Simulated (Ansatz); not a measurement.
Results of PBEsol in Ansatz (plane waves, PAW) for rock-salt LiI.

Settings: plane-wave cutoff 520 eV, 10×10×10 k mesh, Fermi–Dirac smearing 0.01 eV, scalar-relativistic PAW data made under PBE.

The cell has the measured lattice: a = 6.012 Å, b = 6.012 Å, c = 6.012 Å, α = 90.00°, β = 90.00°, γ = 90.00°.

Question: Predict the band gap, smallest direct gap on the k points sampled and width of the whole s-p valence band.

Answer: 
band gap: 4.12 eV
smallest direct gap on the k points sampled: 4.13 eV
width of the whole s-p valence band: 11.70 eV

Measured, for comparison: band gap 6.4 eV (temperature not stated, no zero-point or thermal correction, our sources range from 6.10 to 6.40; as tabulated in Aguado et al. (1998), arXiv:cond-mat/9809176).

Note: cell and atoms aren't relaxed at this level (pressure -1.1 GPa).

Spin–orbit coupling is not included; with these elements it can move the gap by several tenths of an eV or more.

Computed values are for the static lattice.

Cost on a shared machine: about 6 core-seconds (a rough figure).

Ansatz is a quantum-chemistry and plane-wave program.
